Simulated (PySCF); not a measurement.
One molecule, one basis, several functionals.

1,3-cyclopentadiene, C5H6.
InChI=1S/C5H6/c1-2-4-5-3-1/h1-4H,5H2

PySCF, def2-SVPD basis, density fitting, gas phase, PBE0-D3(BJ)/def2-SVP geometry; singlet excitations by full TDDFT with frozen cores, triplets by Tamm–Dancoff TDDFT and ionisation energies by ΔSCF, from the lowest of the holes tried. One functional is left out:

```json
{"functional": "LDA", "exact exchange (%)": "0", "HOMO energy (eV)": "-5.55", "LUMO energy (eV)": "-1.69", "lowest singlet excitation (eV)": "5.01", "lowest triplet excitation (eV)": "3.34", "dipole moment (D)": "0.594", "mean polarisability (au)": "58.2", "vertical ionisation energy (eV)": "8.75"}
{"functional": "PBE", "exact exchange (%)": "0", "HOMO energy (eV)": "-5.36", "LUMO energy (eV)": "-1.51", "lowest singlet excitation (eV)": "4.96", "lowest triplet excitation (eV)": "3.12", "dipole moment (D)": "0.540", "mean polarisability (au)": "57.6", "vertical ionisation energy (eV)": "8.48"}
{"functional": "B3LYP", "exact exchange (%)": "20", "HOMO energy (eV)": "-6.15", "LUMO energy (eV)": "-0.78", "lowest singlet excitation (eV)": "5.03", "lowest triplet excitation (eV)": "3.09", "dipole moment (D)": "0.488", "mean polarisability (au)": "56.8", "vertical ionisation energy (eV)": "8.46"}
{"functional": "BHandHLYP", "exact exchange (%)": "50", "HOMO energy (eV)": "-7.19", "LUMO energy (eV)": "0.49", "lowest singlet excitation (eV)": "5.17", "lowest triplet excitation (eV)": "2.97", "dipole moment (D)": "0.452", "mean polarisability (au)": "55.5", "vertical ionisation energy (eV)": "8.23"}
```

Task: Predict the row of PBE0 (25 % exact exchange) by straight lines through the other rows, and check it.

Result: 
| property | line | computed | computed − line | B3LYP (20 %), for comparison |
| --- | --- | --- | --- | --- |
| HOMO energy (eV) | -6.32 | -6.36 | -0.04 | -6.15 |
| LUMO energy (eV) | -0.56 | -0.56 | 0.00 | -0.78 |
| lowest singlet excitation (eV) | 5.07 | 5.13 | +0.06 | 5.03 |
| lowest triplet excitation (eV) | 3.09 | 3.04 | -0.05 | 3.09 |
| dipole moment (D) | 0.501 | 0.510 | +0.009 | 0.488 |
| mean polarisability (au) | 56.7 | 56.1 | -0.6 | 56.8 |
| vertical ionisation energy (eV) | 8.42 | 8.44 | +0.02 | 8.46 |
